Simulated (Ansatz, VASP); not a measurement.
CsPbCl3 in VASP and in Ansatz

```
Pb Cs Cl
1.0
     5.64212    0.00000    0.00000
     0.00000    5.64212    0.00000
     0.00000    0.00000    5.64212
Pb Cs Cl
1 1 3
Direct
  0.50000 0.50000 0.50000
  0.00000 0.00000 0.00000
  0.50000 0.00000 0.50000
  0.00000 0.50000 0.50000
  0.50000 0.50000 0.00000
```

Change from the starting cell: volume scaled by 1.02.

Alike in both runs: task single point; functional PBEsol; k mesh 5 × 5 × 5; occupations fermi-dirac, width 0.05 eV; no spin polarisation.

```csv
,VASP,Ansatz
version,VASP 6.6.1,Ansatz 0.2.0
potentials or method,"VASP PAW PBE potentials, release 64 (Pb_d, Cs_sv, Cl), cutoff 520 eV","all-electron LAPW, scalar-relativistic"
```

```tsv
	VASP	Ansatz	Ansatz less VASP
gap on the k mesh at the Fermi level (eV)	2.90	2.90	-0.008
least direct gap on the mesh (eV)	2.90	2.90	-0.008
pressure (GPa)	-0.4	-0.3	+0.04
```

Ansatz ran all-electron here, so the differences hold the error of VASP's frozen core and of both bases.

Caveats: spin-orbit coupling is left out, which as a rule narrows the gap of such compounds by several tenths of an eV; an odd mesh through Γ misses points on the zone boundary, where band edges often lie; the PAW data sets were made with another functional, which shifts forces and pressure a little (VASP).
